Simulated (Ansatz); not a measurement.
Electric field gradients in SiO2

The cell is an entry of the Crystallography Open Database (COD; perhaps a calculated or model structure).

Space group P4_32_12 (No. 96); a = 4.9329, c = 6.4645 Å.

```
site  Wyckoff  site symmetry       x       y       z
  Si       4a            ..2  0.8177  0.8177  0.5000
   O       8b              1  0.2683  0.3646  0.8019
```

One atom of each set is listed.

Level of theory: DFT, PBE, plane waves and PAW, scalar-relativistic, 420 eV cutoff, Γ-centred 4×4×3 k-points, Fermi–Dirac smearing 0.02 eV (Ansatz 0.2.0).

V_zz is the principal component of the electric field gradient with the largest magnitude, η = (V_xx − V_yy)/V_zz and C_Q = eQV_zz/h.

17O: I = 5/2, Q = -25.58 mb. Q values from Pyykkö, Mol. Phys. 116, 1328 (2018).

(1) Which values are expected at the nuclei?

## Answers

(1) 

```json
{"site": "Si", "atoms": "4", "first shell": "4 O at 1.62 Å", "V_zz (10²¹ V/m²)": "0.69", "η": "0.24", "C_Q (MHz)": "–"}
{"site": "O", "atoms": "8", "first shell": "2 Si at 1.62 Å, angle 138°", "V_zz (10²¹ V/m²)": "9.07", "η": "0.29", "C_Q (MHz)": "-5.61"}
```

At O V_zz runs parallel to the line that joins its two neighbours (within 2°).

Si has no stable isotope with a ground-state quadrupole moment in the table, so no C_Q is given.

At this cell the principal stresses reach 6 GPa in size with PBE, which can matter for small gradients. The cell is 8 % smaller than that of α-cristobalite at ambient conditions, so the entry probably stands for a crystal under pressure.
